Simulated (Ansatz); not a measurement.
**TiN under pressure: fit and missing row**

TiN, Fm-3m, a = 4.204 Å. Ansatz: PBEsol, PAW, 420 eV, Γ-centred 18×18×18 mesh on 2 atoms, Gaussian smearing 0.10 eV; no spin polarisation. Cell and atoms are relaxed at each pressure, and no other structure is tried, so the rows at high pressure may lie past a change of phase.

```tsv
V (Å³/atom)	P (GPa)
8.020	60.02
?	30.01
8.874	15.05
9.055	8.02
9.196	3.00
9.287	0.00
9.384	-3.06
```

**Question.** Take V0 = 9.287 Å³/atom, fit the third-order Birch–Murnaghan form to the other rows, and predict the missing volume.

**Answer.** With the Eulerian strain f = ½[(V0/V)^(2/3) − 1] and y = P/[3f(1 + 2f)^(5/2)], the form is the line y = B0 + 1.5 B0 (B0′ − 4) f. Rows (f, y): 0.05136, 305.1; 0.01540, 302.0; 0.00850, 301.5; 0.00329, 299.0; -0.00345, 300.8. Means f = 0.01502, y = 301.68; Σ(Δf)² = 0.001842, ΣΔfΔy = 0.1733; the slope is their ratio. y = 300.3 + 94.07 f GPa, so B0 = 300.3 GPa and B0′ = 4 + 2 × (94.07)/(3 × 300.3) = 4.21. P = 30.01 GPa is met at f = 0.02871 (y = 303.00), so V = V0 (1 + 2f)^(−3/2) = 8.541 Å³/atom. The run gave 8.541 Å³/atom, the same to the digits shown.

Spin polarisation was left out, and a magnetic state may lie lower.

Cost: 7 runs of about 0.78 core-minutes in all, on Intel Xeon 6975P-C (Granite Rapids) (shared hosts).